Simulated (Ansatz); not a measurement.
## TiSi2: equation of state with PBE

TiSi2:

```
CELL_PARAMETERS angstrom
4.37464 0.00000 0.00000
-2.18732 3.78855 0.00000
0.00000 0.00000 2.56101
ATOMIC_POSITIONS crystal
Ti 0.00000 0.00000 0.00000
Si 0.33333 0.66667 0.50000
Si 0.66667 0.33333 0.50000
```

The cell was built by a generator and needn't be a form met in nature.

```json
{
  "Program": "Ansatz 0.2.0",
  "Task": "equation of state",
  "Functional": "PBE",
  "Potentials or basis": "all-electron LAPW, scalar-relativistic",
  "Basis error allowed": "0.001 eV/atom",
  "k mesh": "7 × 7 × 10",
  "Occupations": "fermi-dirac, width 0.05 eV",
  "Spin": "no spin polarisation"
}
```

The equilibrium volume is 14.13 Å³/atom. The bulk modulus at fixed shape and positions is 133 GPa. The pressure derivative of the bulk modulus is 5.0.

Energy against volume, from the lowest point:
```csv
volume (Å³/atom),energy (meV/atom)
13.299,22.76
13.582,9.50
13.865,2.11
14.148,0.00
14.431,2.56
14.714,9.26
14.997,19.58
```

All runs of the series together: 43 s on 2 threads of AMD EPYC 7R43 64-Core Processor (Zen 3), with other jobs on the host.

Caveat: the cell was scaled at fixed shape and fractional positions, which overstates the stiffness of a crystal with free parameters, most of all of layers and chains.
